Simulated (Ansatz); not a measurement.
# Si: how the settings move a single-point run

Aim: see which settings change the result for Si, by how much, and at what cost.

Computed with Ansatz 0.2.0 (reference: DFT, HSE06, plane waves, PAW, unless a step's input says otherwise).

3 further runs of the same task are left out: 3 that didn't finish.

## 1. The structure to begin with

Symmetry: Fd-3m, No. 227, cubic system. The conventional cell has a = 5.444 Å, b = 5.444 Å, c = 5.444 Å, α = 90.00°, β = 90.00°, γ = 90.00°. Si (site symmetry -43m) is surrounded by 4 Si at 2.36 Å.

Coordinates:

```cif
data_structure
_symmetry_space_group_name_H-M 'Fd-3m:1'
_symmetry_Int_Tables_number 227
_cell_length_a 5.4442
_cell_length_b 5.4442
_cell_length_c 5.4442
_cell_angle_alpha 90.000
_cell_angle_beta 90.000
_cell_angle_gamma 90.000
_cell_volume 161.37
loop_
_atom_site_label
_atom_site_type_symbol
_atom_site_symmetry_multiplicity
_atom_site_Wyckoff_symbol
_atom_site_fract_x
_atom_site_fract_y
_atom_site_fract_z
_atom_site_occupancy
Si1 Si 8 b 0.00000 0.00000 0.50000 1
```

## 2. The reference run

Contents of input.yaml:

```yaml
crystal:
  lattice:
    - [0.0, 2.7221188962, 2.7221188962]
    - [2.7221188962, 0.0, 2.7221188962]
    - [2.7221188962, 2.7221188962, 0.0]
  atoms:
    - { symbol: Si, position: [0.0, 0.0, 0.0] }
    - { symbol: Si, position: [0.25, 0.25, 0.25] }
kpoints:
  mp_grid: { grid: [4, 4, 4] }
hamiltonian:
  xc: hse06
scf:
  occupations: { method: fixed }
  n_extra_bands: 4
output:
  forces: true
  stress: true
  eigenvalues: true
```

On the command line:

```sh
$ ansatz run input.yaml --threads 4 --pin off --max-ram 3686MiB --backend cpu --events-out ev --progress --plain --runs-dir out
```

## 3. Changed: exchange pbe, correlation pbe, coeff 0.5, omega 0.1

input.yaml: that of step 2 with these lines changed.

```diff
@@ -11,3 +11,3 @@
 hamiltonian:
-  xc: hse06
+  xc: { exchange: pbe, correlation: pbe, exx: { coeff: 0.5, omega: 0.1 } }
 scf:
```

## 4. Variant: exchange pbe, correlation pbe, coeff 0.4, omega 0.3

input.yaml: that of step 2 with these lines changed.

```diff
@@ -11,3 +11,3 @@
 hamiltonian:
-  xc: hse06
+  xc: { exchange: pbe, correlation: pbe, exx: { coeff: 0.4, omega: 0.3 } }
 scf:
```

## 5. Changing settings: exchange pbe, correlation pbe, coeff 0.05, omega 0.3

input.yaml: that of step 2 with these lines changed.

```diff
@@ -11,3 +11,3 @@
 hamiltonian:
-  xc: hse06
+  xc: { exchange: pbe, correlation: pbe, exx: { coeff: 0.05, omega: 0.3 } }
 scf:
```

## 6. Variant: exchange pbe, correlation pbe, coeff 0.05, omega 0.5

input.yaml: that of step 2 with these lines changed.

```diff
@@ -11,3 +11,3 @@
 hamiltonian:
-  xc: hse06
+  xc: { exchange: pbe, correlation: pbe, exx: { coeff: 0.05, omega: 0.5 } }
 scf:
```

## 7. Changed: occupations.method methfessel_paxton, occupations.width 0.05

input.yaml: that of step 2 with these lines changed.

```diff
@@ -13,3 +13,3 @@
 scf:
-  occupations: { method: fixed }
+  occupations: { method: methfessel_paxton, width: 0.05 }
   n_extra_bands: 4
```

What does the calculation give? Wanted: for each run, ending; energy change; pressure; gap; force.

The runs gave:

| run | ending | energy change | pressure (GPa) | gap (eV) | force (eV/Å) | cycles | time |
| --- | --- | --- | --- | --- | --- | --- | --- |
| reference | converged | 0 | 0.4 | 1.33 | 0.00 | 10 | 2.2 s |
| 1: exchange pbe, correlation pbe, coeff 0.5, omega 0.1 | converged | not comparable | -1.4 | 2.61 | 0.00 | 12 | 2.4 s |
| 2: exchange pbe, correlation pbe, coeff 0.4, omega 0.3 | converged | not comparable | -0.2 | 1.45 | 0.00 | 12 | 2.3 s |
| 3: exchange pbe, correlation pbe, coeff 0.05, omega 0.3 | converged | not comparable | 1.6 | 0.79 | 0.00 | 10 | 2.1 s |
| 4: exchange pbe, correlation pbe, coeff 0.05, omega 0.5 | converged | not comparable | 1.7 | 0.75 | 0.00 | 10 | 2.2 s |
| 5: occupations.method methfessel_paxton, occupations.width 0.05 | converged | 0.0 meV/atom (σ→0) | 0.4 | 1.33 | 0.00 | 10 | 2.4 s |

Residual by cycle in the longest SCF loop of each run; runs are numbered as in the table. The quantity is the density residual dr2, in eV.

| cycle | reference | run 1 | run 2 | run 3 | run 4 | run 5 |
| --- | --- | --- | --- | --- | --- | --- |
| 1 | 0.00284 | 0.00994 | 0.00576 | 1.3e-4 | 8.8e-5 | 0.00281 |
| 2 | 7.6e-4 | 0.0061 | 0.00191 | 3.6e-5 | 2.5e-5 | 7.6e-4 |
| 3 | 5.8e-5 | 8.4e-4 | 2.1e-4 | 2.2e-6 | 3.1e-6 | 5.7e-5 |
| 4 | 4.9e-6 | 1.3e-4 | 2.8e-5 | 1.9e-7 | 2.8e-7 | 4.9e-6 |
| 5 | 1.5e-6 | 2.2e-5 | 9.7e-6 | 4.7e-9 | 1.2e-8 | 1.3e-6 |
| 6 | - | - | 9.1e-7 | - | - | - |

**Reading.** «occupations.method methfessel_paxton, occupations.width 0.05» leaves the energy as it was.
